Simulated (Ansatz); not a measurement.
# CaO (zincblende) from LDA to hybrids

All numbers come from the PAW code Ansatz. No spin polarisation and no zero-point or thermal motion; the cell was built from a prototype and may be hypothetical.

The cell is CaO built on the zincblende prototype; cell and atoms were relaxed with r2SCAN. Space group F-43m (No. 216), cubic; a = 5.213 Å in the conventional setting, 17.71 Å³ an atom. Around Ca lie 4 O at 2.26 Å; around O lie 4 Ca at 2.26 Å.

Relaxed lattice by functional, symmetry kept:
```csv
functional,k mesh,a (Å),volume (Å³/atom)
PBE,8×8×8,5.243,18.01
r2SCAN,8×8×8,5.213,17.71
PBEsol,8×8×8,5.180,17.37
LDA,8×8×8,5.116,16.74
HSE06,6×6×6,5.215,17.72
```

On this one geometry the levels give:
```csv
level,k mesh,gap (eV),kind,edges,least direct gap (eV),rough cost
LDA,8×8×8,3.14,indirect,W → Γ,3.78,2 core-seconds
PBE,8×8×8,3.33,indirect,W → Γ,3.95,2.9 core-seconds
r2SCAN,8×8×8,3.76,indirect,W → Γ,4.37,4 core-seconds
r2SCANh,6×6×6,4.52,indirect,X → Γ,5.13,70 core-seconds
HSE06,6×6×6,4.73,indirect,X → Γ,5.35,50 core-seconds
DDH-PBE0,6×6×6,5.92,indirect,X → Γ,6.54,50 core-seconds
PBE0,6×6×6,5.44,indirect,X → Γ,6.06,50 core-seconds
r2SCAN0,6×6×6,5.69,indirect,X → Γ,6.30,80 core-seconds
"G0W0@PBE (105 empty bands, 120 eV, 6×6×6)",6×6×6,4.65,–,X → Γ (mesh),–,100 core-seconds
"G0W0@PBE (262 empty bands, 220 eV, 6×6×6)",6×6×6,4.84,–,X → Γ (mesh),–,14 core-minutes
```
PBE: smearing of 0.02 eV; the others have fixed occupations.
Wave cutoffs: 420 eV, 500 eV (r2SCAN, r2SCANh, r2SCAN0).
The G0W0 gap is PBE's gap over the path plus the quasiparticle shift read on the mesh. The G0W0 figures hold for the stated bands, cutoff and mesh and aren't extrapolated.
Costs come from shared machines and give only the order; PBE's includes the band path. The runs had 2 threads of Arm Neoverse V1, with other jobs on the host.

HSE06 gives an indirect gap of 4.73 eV, from X to Γ; the least direct gap is 5.35 eV at Γ.

Taking G0W0@PBE (262 empty bands, 220 eV, 6×6×6), 4.84 eV, as the yardstick (a computed one, not at the basis limit), HSE06 comes nearest, -0.11 eV off. The others: r2SCANh -0.32, PBE0 +0.60, r2SCAN0 +0.85, DDH-PBE0 +1.08, r2SCAN -1.08, PBE -1.51, LDA -1.70 eV. The yardstick still moved by +0.19 eV in its last step of bands and cutoff, so this order can change. r2SCAN covers 31 % of the step from PBE to HSE06. All these functionals give a gap of the same kind, indirect.

r2SCAN (ground state on 8×8×8): The electronic dielectric tensor ε∞ is 3.09 in all directions. Born charges, averaged over directions: Ca +2.09, O -2.09 e. PBE (ground state on 8×8×8): ε∞: 3.28 in all directions. Born charges, averaged over directions: Ca +2.09, O -2.09 e.

On the PBEsol cell (a = 5.180 Å), with PBEsol: The optical mode at Γ lies at 381 cm⁻¹ without the longitudinal term. With the long-range field the highest mode reaches 554 cm⁻¹. ε∞: 3.34 in all directions. With the ions relaxed, ε⁰ is 7.1 in all directions. Born charges, averaged over directions: Ca +2.09, O -2.09 e.

The meshes of the hybrids are coarse, so their gaps aren't converged to the digits shown.
